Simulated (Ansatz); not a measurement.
Density of states of CoO (R3m, a = 3.205 Å, b = 3.205 Å, c = 7.647 Å, α = 90.00°, β = 90.00°, γ = 120.00°), in states per eV and primitive cell, averaged over bins of 0.3 eV. Level of theory: Ansatz, DFT PBE, scalar-relativistic, plane waves, PAW.

Settings: cutoff 420 eV, Γ-centred mesh 15×15×15 on the computed 4-atom cell, Gaussian smearing of 0.01 eV; collinear spin from starting moments -2.25 2.25 -0.15 0.15 μB.

The cell is relaxed at this level. The states (both spins) are summed by tetrahedra on a 23×23×23 mesh at the self-consistent density. Energies are bin centres; the table starts no lower than −8 eV and ends at 6 eV, or lower where the solved bands end.

The gap is 0.05 eV at this level, with the zero inside it.

```
E − E_F (eV) total Co 3d up Co 3d down O 2p down O 2p up Co 4s up Co 4s down
       -7.20   2.60      0.22        0.22       0.90     0.90      0.16        0.16
       -6.90   7.18      0.61        0.61       2.52     2.52      0.39        0.39
       -6.60   3.37      0.33        0.33       1.20     1.20      0.12        0.12
       -6.30   1.30      0.19        0.19       0.42     0.42      0.03        0.03
       -6.00  10.33      1.64        1.64       3.36     3.36      0.12        0.12
       -5.70   6.18      0.83        0.83       2.17     2.17      0.06        0.06
       -5.40   5.35      0.57        0.57       2.05     2.05      0.02        0.02
       -5.10   3.69      0.33        0.33       1.48     1.48      0.00        0.00
       -4.80   0.00      0.00        0.00       0.00     0.00      0.00        0.00
       -4.50   0.00      0.00        0.00       0.00     0.00      0.00        0.00
       -4.20   0.00      0.00        0.00       0.00     0.00      0.00        0.00
       -3.90   0.00      0.00        0.00       0.00     0.00      0.00        0.00
       -3.60   0.00      0.00        0.00       0.00     0.00      0.00        0.00
       -3.30   0.00      0.00        0.00       0.00     0.00      0.00        0.00
       -3.00   3.21      1.41        1.41       0.13     0.13      0.00        0.00
       -2.70   2.18      0.97        0.97       0.08     0.08      0.01        0.01
       -2.40   7.98      3.64        3.64       0.27     0.27      0.01        0.01
       -2.10   4.86      2.15        2.15       0.23     0.23      0.01        0.01
       -1.80   5.75      2.44        2.44       0.36     0.36      0.01        0.01
       -1.50   5.55      2.22        2.22       0.49     0.49      0.01        0.01
       -1.20   3.80      1.59        1.59       0.28     0.28      0.00        0.00
       -0.90   0.55      0.26        0.26       0.01     0.01      0.00        0.00
       -0.60   9.02      3.92        3.92       0.48     0.48      0.03        0.03
       -0.30   3.57      1.38        1.38       0.36     0.36      0.01        0.01
        0.00   0.41      0.15        0.15       0.04     0.04      0.00        0.00
        0.30   3.27      1.32        1.32       0.20     0.20      0.02        0.02
        0.60   3.01      1.17        1.17       0.21     0.21      0.04        0.04
        0.90   5.14      1.96        1.96       0.40     0.40      0.08        0.08
        1.20   4.53      1.78        1.78       0.39     0.39      0.03        0.03
        1.50   2.76      0.98        0.98       0.32     0.32      0.04        0.04
        1.80   1.47      0.50        0.50       0.20     0.20      0.03        0.03
        2.10   0.34      0.05        0.05       0.04     0.04      0.06        0.06
        2.40   0.30      0.02        0.02       0.03     0.03      0.08        0.08
        2.70   0.32      0.01        0.01       0.03     0.03      0.09        0.09
        3.00   0.34      0.01        0.01       0.03     0.03      0.10        0.10
        3.30   0.39      0.01        0.01       0.03     0.03      0.12        0.12
        3.60   0.44      0.01        0.01       0.03     0.03      0.14        0.14
        3.90   0.50      0.01        0.01       0.04     0.04      0.15        0.15
        4.20   0.56      0.01        0.01       0.04     0.04      0.17        0.17
        4.50   0.63      0.01        0.01       0.04     0.04      0.19        0.19
        4.80   0.72      0.01        0.01       0.04     0.04      0.20        0.20
        5.10   0.84      0.02        0.02       0.04     0.04      0.22        0.22
        5.40   1.06      0.03        0.03       0.04     0.04      0.23        0.23
        5.70   1.16      0.03        0.03       0.04     0.04      0.23        0.23
```

The columns after the total are the main Löwdin projections on the occupied valence shells of the potentials; 2 others are left out. The rest of the total lies in those, in shells that are empty in the free atom, which aren't projected, and between the atoms.

Only this magnetic start was tried.

This zinc-blende form isn't the usual stable structure of the compound.